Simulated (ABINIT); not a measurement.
SnSe:

```xyz
2
Lattice="0.0000 3.0100 3.0100 3.0100 0.0000 3.0100 3.0100 3.0100 0.0000" Properties=species:S:1:pos:R:3 pbc="T T T"
Sn    0.0000    0.0000    0.0000
Se    3.0100    3.0100    3.0100
```

Measurements of this composition are mostly on another form, of space group No. 62.

| Item | Value |
| --- | --- |
| Program | ABINIT 10.8.3 (patched build) |
| Task | relaxation of cell and atoms |
| Functional | LDA |
| Potentials or basis | PseudoDojo NC SR LDA v0.4.1 standard |
| Cutoff | 1170 eV |
| k mesh | 6 × 6 × 6 |
| Occupations | fermi-dirac, width 0.05 eV |
| Spin | no spin polarisation |

At the start: pressure -3.7 GPa; volume 27.27 Å³/atom.

Question: Where does the relaxation end?

Answer: Over 5 steps the energy falls by 22.5 meV/atom and the volume is 25.43 Å³/atom (-6.8 %); space group Fm-3m (No. 225, to 0.05 Å).

Step by step:
```tsv
step	energy change (eV)	largest force (eV/Å)	pressure (GPa)	volume (Å³)
1	0.0000	0.0000	-3.67	54.54
2	-0.0130	0.0000	-3.16	53.93
3	-0.0446	0.0000	0.38	50.54
4	-0.0450	0.0000	-0.03	50.88
5	-0.0450	0.0000	0.00	50.85
```

Final structure:
```xyz
2
Lattice="0.0000 2.9405 2.9405 2.9405 0.0000 2.9405 2.9405 2.9405 0.0000" Properties=species:S:1:pos:R:3 pbc="T T T"
Sn    0.0000    0.0000    0.0000
Se    2.9405    2.9405    2.9405
```
